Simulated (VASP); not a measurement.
# TePb (Fm-3m) in VASP: a series of runs, part 2 of 2

VASP 6.6.1. Earlier steps stand in the parts before.

**4. Single point, PBE**

The input, INCAR:

```
ALGO = Fast
EDIFF = 1E-6
ENCUT = 500
GGA = PE
ISIF = 2
ISMEAR = 0
LASPH = True
LCHARG = False
LREAL = False
LWAVE = False
NELM = 60
PREC = Accurate
SIGMA = 0.05
```

The input, KPOINTS:

```
k-points
0
Gamma
  7 7 7
```

The input, POSCAR:

```
TePb
1.0
    0.0000000000      3.2310000000      3.2310000000
    3.2310000000      0.0000000000      3.2310000000
    3.2310000000      3.2310000000      0.0000000000
Pb Te
1 1
Cartesian
    0.0000000000      0.0000000000      0.0000000000
    3.2310000000      3.2310000000      3.2310000000
```

Potentials or basis: VASP PAW PBE potentials, release 64 (Pb, Te).

Run with:

```sh
cat potpaw_PBE.64/Pb/POTCAR potpaw_PBE.64/Te/POTCAR > POTCAR
mpirun -np 1 vasp_std > vasp.out
```

Run time: 9.7 s. Hardware: 1 thread of Intel Xeon 6975P-C (Granite Rapids), shared host; peak memory 0.2 GiB.

The run converged. Its results:

- Free energy: -7.5206 eV
- Pressure: 2.0 GPa

Levels at points of the mesh, in eV from the Fermi level:
| k point | band 1 | band 2 | band 3 | band 4 | band 5 | band 6 | band 7 | band 8 | band 9 |
| --- | --- | --- | --- | --- | --- | --- | --- | --- | --- |
| (0.00, 0.00, 0.00) | -12.16 | -5.73 | -1.49 | -1.49 | -1.49 | 3.94 | 3.94 | 3.94 | 5.64 |

Caveat: this odd mesh misses L, where the gap lies, so gap, dielectric constants and Born charges aren't listed.

**5. Single point, PBE**

The input, run.py:

```python
from ase.calculators.vasp import Vasp
from ase.dft.bandgap import bandgap
from ase.io import read

atoms = read('TePb.cif', primitive_cell=True, subtrans_included=False)
calc = Vasp(
    directory='calc',
    xc='pbe',
    pp='PBE',
    setups='minimal',
    prec='Accurate',
    encut=500,
    ediff=1e-06,
    ismear=0,
    sigma=0.05,
    lreal=False,
    lasph=True,
    nelm=60,
    algo='Normal',
    isif=2,
    lwave=False,
    lcharg=False,
    kpts=[7, 7, 7],
    gamma=True,
    nbands=12,
)
atoms.calc = calc

print('energy (eV):', atoms.get_potential_energy())
print('free energy (eV):', atoms.get_potential_energy(force_consistent=True))
print('forces (eV/A):')
print(atoms.get_forces())
print('stress (eV/A^3, Voigt):', atoms.get_stress())
print('Fermi level (eV):', calc.get_fermi_level())
gap, top, bottom = bandgap(calc)
print('band gap (eV):', gap, 'from (spin, k, band)', top, 'to', bottom)
```

The input, TePb.cif:

```cif
data_TePb
_cell_length_a 6.46200000
_cell_length_b 6.46200000
_cell_length_c 6.46200000
_cell_angle_alpha 90.00000000
_cell_angle_beta 90.00000000
_cell_angle_gamma 90.00000000
_space_group_name_H-M_alt 'Fm-3m'
_space_group_name_Hall '-F 4 2 3'
_space_group_IT_number 225
loop_
_space_group_symop_operation_xyz
'x,y,z'
'-x,-y,-z'
'-y,x,z'
'y,-x,-z'
'-x,-y,z'
'x,y,-z'
'y,-x,z'
'-y,x,-z'
'x,-y,-z'
'-x,y,z'
'-y,-x,-z'
'y,x,z'
'-x,y,-z'
'x,-y,z'
'y,x,-z'
'-y,-x,z'
'z,x,y'
'-z,-x,-y'
'z,-y,x'
'-z,y,-x'
'z,-x,-y'
'-z,x,y'
'z,y,-x'
'-z,-y,x'
'-z,x,-y'
'z,-x,y'
'-z,-y,-x'
'z,y,x'
'-z,-x,y'
'z,x,-y'
'-z,y,x'
'z,-y,-x'
'y,z,x'
'-y,-z,-x'
'x,z,-y'
'-x,-z,y'
'-y,z,-x'
'y,-z,x'
'-x,z,y'
'x,-z,-y'
'-y,-z,x'
'y,z,-x'
'-x,-z,-y'
'x,z,y'
'y,-z,-x'
'-y,z,x'
'x,-z,y'
'-x,z,-y'
'x,y+1/2,z+1/2'
'-x,-y+1/2,-z+1/2'
'-y,x+1/2,z+1/2'
[... 62 lines left out ...]
'-z+1/2,-x,-y+1/2'
'z+1/2,-y,x+1/2'
'-z+1/2,y,-x+1/2'
'z+1/2,-x,-y+1/2'
'-z+1/2,x,y+1/2'
'z+1/2,y,-x+1/2'
'-z+1/2,-y,x+1/2'
'-z+1/2,x,-y+1/2'
'z+1/2,-x,y+1/2'
'-z+1/2,-y,-x+1/2'
'z+1/2,y,x+1/2'
'-z+1/2,-x,y+1/2'
'z+1/2,x,-y+1/2'
'-z+1/2,y,x+1/2'
'z+1/2,-y,-x+1/2'
'y+1/2,z,x+1/2'
'-y+1/2,-z,-x+1/2'
'x+1/2,z,-y+1/2'
'-x+1/2,-z,y+1/2'
'-y+1/2,z,-x+1/2'
'y+1/2,-z,x+1/2'
'-x+1/2,z,y+1/2'
'x+1/2,-z,-y+1/2'
'-y+1/2,-z,x+1/2'
'y+1/2,z,-x+1/2'
'-x+1/2,-z,-y+1/2'
'x+1/2,z,y+1/2'
'y+1/2,-z,-x+1/2'
'-y+1/2,z,x+1/2'
'x+1/2,-z,y+1/2'
'-x+1/2,z,-y+1/2'
'x+1/2,y+1/2,z'
'-x+1/2,-y+1/2,-z'
'-y+1/2,x+1/2,z'
'y+1/2,-x+1/2,-z'
'-x+1/2,-y+1/2,z'
'x+1/2,y+1/2,-z'
'y+1/2,-x+1/2,z'
'-y+1/2,x+1/2,-z'
'x+1/2,-y+1/2,-z'
'-x+1/2,y+1/2,z'
'-y+1/2,-x+1/2,-z'
'y+1/2,x+1/2,z'
'-x+1/2,y+1/2,-z'
'x+1/2,-y+1/2,z'
'y+1/2,x+1/2,-z'
'-y+1/2,-x+1/2,z'
'z+1/2,x+1/2,y'
'-z+1/2,-x+1/2,-y'
'z+1/2,-y+1/2,x'
'-z+1/2,y+1/2,-x'
'z+1/2,-x+1/2,-y'
'-z+1/2,x+1/2,y'
'z+1/2,y+1/2,-x'
'-z+1/2,-y+1/2,x'
'-z+1/2,x+1/2,-y'
'z+1/2,-x+1/2,y'
'-z+1/2,-y+1/2,-x'
'z+1/2,y+1/2,x'
'-z+1/2,-x+1/2,y'
'z+1/2,x+1/2,-y'
'-z+1/2,y+1/2,x'
'z+1/2,-y+1/2,-x'
'y+1/2,z+1/2,x'
'-y+1/2,-z+1/2,-x'
'x+1/2,z+1/2,-y'
'-x+1/2,-z+1/2,y'
'-y+1/2,z+1/2,-x'
'y+1/2,-z+1/2,x'
'-x+1/2,z+1/2,y'
'x+1/2,-z+1/2,-y'
'-y+1/2,-z+1/2,x'
'y+1/2,z+1/2,-x'
'-x+1/2,-z+1/2,-y'
'x+1/2,z+1/2,y'
'y+1/2,-z+1/2,-x'
'-y+1/2,z+1/2,x'
'x+1/2,-z+1/2,y'
'-x+1/2,z+1/2,-y'
loop_
_atom_site_label
_atom_site_type_symbol
_atom_site_symmetry_multiplicity
_atom_site_Wyckoff_symbol
_atom_site_fract_x
_atom_site_fract_y
_atom_site_fract_z
_atom_site_occupancy
Pb1 Pb 4 a 0.0000000000 0.0000000000 0.0000000000 1
Te1 Te 4 b 0.5000000000 0.0000000000 0.0000000000 1
```

Run with:

```sh
python run.py
```

It took 15 s on 1 thread of Intel Xeon 6975P-C (Granite Rapids), shared host; peak memory 0.21 GiB.

The run converged. Its results:

```
Free energy : -7.5206 eV
Pressure    : 2.0 GPa
```

Levels at points of the mesh, in eV from the Fermi level:
```
           k point  band 1  band 2  band 3  band 4  band 5  band 6  band 7  band 8  band 9  band 10
(0.00, 0.00, 0.00)  -12.18   -5.75   -1.51   -1.51   -1.51    3.92    3.92    3.92    5.62     5.62
```

Caveat: this odd mesh misses L, where the gap lies, so gap, dielectric constants and Born charges aren't listed. The run has no spin-orbit coupling, so splittings on Pb, Te are missing.

**6. Overview**

```csv
task,level,potentials or basis,cell,cutoff (eV),smearing,pressure (GPa),relaxed volume (Å³/atom)
relaxation of cell and atoms,TPSS,"VASP PAW PBE potentials, release 64 (Pb_d, Te)",relaxed,600,fermi-dirac 0.05 eV,0.0,35.06
relaxation of cell and atoms,revTPSS,"VASP PAW PBE potentials, release 64 (Pb_d, Te)",relaxed,600,fermi-dirac 0.05 eV,0.0,34.39
single point,PBE,"VASP PAW PBE potentials, release 64 (Pb, Te)",as given,500,gaussian 0.05 eV,2.0,-
```

Alike in all rows: no spin polarisation; k mesh 7 × 7 × 7.

Caveats: the PAW data sets were made with another functional, which shifts forces and pressure a little (some runs).

Absolute energies hang on the potentials; compare differences alone.
